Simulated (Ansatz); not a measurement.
## IrO2: Electric field gradients

The cell is an entry of the Crystallography Open Database (COD; perhaps a calculated or model structure), ions relaxed with PBE at fixed cell.

Space group P4_2/mnm (No. 136); a = 4.5051, c = 3.1586 Å.

```csv
site,Wyckoff,site symmetry,x,y,z
Ir,2a,m.mm,0.0000,0.0000,0.0000
O,4f,m.2m,0.3083,0.3083,0.0000
```

One atom of each set is listed.

The numbers come from a DFT calculation in Ansatz (PBE, plane waves and PAW (field gradients read without the response of the frozen cores, which leaves them typically 4 to 6 % off), scalar-relativistic, collinear spin, 420 eV cutoff, Γ-centred 4×4×6 k-points, Fermi–Dirac smearing 0.02 eV). Start moments as typed (μB): 1 on each Ir, none on the rest.

Conventions: |V_zz| ≥ |V_yy| ≥ |V_xx|, η = (V_xx − V_yy)/V_zz, C_Q = eQV_zz/h.

Ir-193: I = 3/2, Q = 751.0 mb; ¹⁷O: I = 5/2, Q = -25.58 mb. Quadrupole moments are those of Pyykkö's year-2017 table.

```tsv
site	atoms	first shell	V_xx, V_yy, V_zz (10²¹ V/m²)	η	C_Q (MHz)
Ir	2	6 O at 1.96–2.00 Å	0.58, 11.02, -11.59	0.90	-211
O	4	3 Ir at 1.96–2.00 Å	4.02, 5.92, -9.93	0.19	6.14
```

At O V_zz stands upright on the plane through its three neighbours (within 1°).

At this cell the PBE pressure is 5 GPa, so with PBE the cell would grow if it were relaxed. With no gap above 0.1 eV, as in a metal, the gradients converge slowly in k; expect changes of a tenth or more on a denser mesh. Spin–orbit coupling is left out, which shifts gradients on Ir by a few per cent in wide-gap crystals, and can shift them far more where the calculated gap is small or absent, as here. Semilocal functionals can leave a metal where correlation in the d or f shell opens a gap in the real compound, and that would change the values at and beside Ir. The start moments die out, and the run ends without spin.

The relaxation (3 steps) took 10 s of wall time (10 s of CPU time) and 0.47 GiB at its peak, on 1 thread of AMD EPYC 9R14 (Zen 4) (x86_64; 16 cores open to the job, memory cap 3.0 GiB, no GPU), a shared host with a load of 0.1 a core.
